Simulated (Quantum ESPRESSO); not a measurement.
Crystal: FeO.

```xyz
2
Lattice="1.5177 0.8762 2.5158 -1.5177 0.8762 2.5158 0.0000 -1.7525 2.5158" Properties=species:S:1:pos:R:3 pbc="T T T"
Fe    0.0000    0.0000    0.0000
O     0.0000    0.0000    3.7737
```

Base run:

- Program: Quantum ESPRESSO 7.5
- Functional: LDA
- Potentials or basis: PseudoDojo 0.4.1 SR PBEsol standard
- Cutoff: 1225 eV
- Density cutoff: 4898 eV
- k mesh: 8 × 8 × 8
- Occupations: gaussian, width 0.05 eV
- Spin: collinear spin, ferromagnetic start
- Starting moments: [4.0, 0.0] μB
- Hubbard terms: Fe d U = 3 eV

Its results: band gap on the k mesh none (metal or under the smearing width); pressure -13.7 GPa; net moment 4.00 μB per cell; site moments Fe +3.49; O +0.28 μB.

**Question.** The run is repeated on the same cell with these changes: functional from LDA to PBE. What comes out?

**Answer.** Band gap on the k mesh none (metal or under the smearing width); pressure 0.8 GPa; net moment 4.00 μB per cell; site moments Fe +3.53; O +0.26 μB.

PBE binds less tightly than LDA, so the same cell stands under more pressure.

Caveats: the potentials were made for another functional, which shifts forces and pressure; a cell with one magnetic atom can't hold antiferromagnetic order, which such compounds often take.
